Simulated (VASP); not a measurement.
Pb:

```
CELL_PARAMETERS angstrom
-1.97966 1.97966 1.97966
1.97966 -1.97966 1.97966
1.97966 1.97966 -1.97966
ATOMIC_POSITIONS crystal
Pb 0.00000 0.00000 0.00000
```

This isn't the form of Pb at room conditions, which is fcc.

- Program: VASP 6.6.1
- Task: single point
- Functional: PBE
- Potentials or basis: VASP PAW PBE potentials, release 64 (Pb_d)
- Cutoff: 520 eV
- k mesh: 9 × 9 × 9
- Occupations: fermi-dirac, width 0.05 eV
- Spin: no spin polarisation

On this cell: pressure 0.7 GPa; band gap on the k mesh none (metal or under the smearing width).

The same run follows on a disturbed copy (cell strained at random at fixed volume):

```
Pb
1.0
    -2.06690    2.05040    2.08125
     1.99925   -1.93748    1.90067
     1.99103    1.86160   -1.96833
Pb
1
Direct
  0.00466 0.99633 0.00314
```

Q: What does the disturbed cell give?

A: The energy (extrapolated to zero smearing) moves by +4.8 meV/atom; pressure 1.4 GPa; band gap on the k mesh none (metal or under the smearing width).

Stress tensor (GPa, compression positive):
```
 1.43  0.31  0.34
 0.31  1.25 -0.44
 0.34 -0.44  1.50
```
